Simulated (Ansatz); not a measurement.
RuO$_{2}$:
```
RuO2
1.0
    4.47925     0.00000     0.00000
    0.00000     4.47925     0.00000
    0.00000     0.00000     3.10741
Ru O
2 4
Direct
  0.00000   0.00000   0.00000
  0.50000   0.50000   0.50000
  0.30531   0.30531   0.00000
  0.19469   0.80531   0.50000
  0.69469   0.69469   0.00000
  0.80531   0.19469   0.50000
```

Relaxed with r²SCAN.

Q: Decompose the optical modes at the zone centre into irreducible representations, and say which are infrared and Raman allowed.

A: Point group 4/mmm: Γ_opt = A1g + A2g + A2u + B1g + 2B1u + B2g + Eg + 3Eu. Infrared: A2u, Eu. Raman: A1g, B1g, B2g, Eg.

Q: Assign frequencies (DFPT, the program Ansatz at the r²SCAN level (PAW)).

A: B1g 182, B1u 192, Eu 290, A2g 429, Eu 437, Eg 510, A2u 540, B1u 584, A1g 627, Eu 642, B2g 708 cm⁻¹.

Subscripts of B labels follow the axes of the standard setting.

Space group P4_2/mnm (rutile). The cell was relaxed with r²SCAN under the symmetry of its start; of distortions, only those at the zone centre were tested. The run is not spin-polarised. As this level gives no gap, phonon frequencies hold no LO–TO term and depend on the k-mesh and smearing (Fermi–Dirac, 0.1 eV here).

Potentials: the later of the program's two PAW sets.
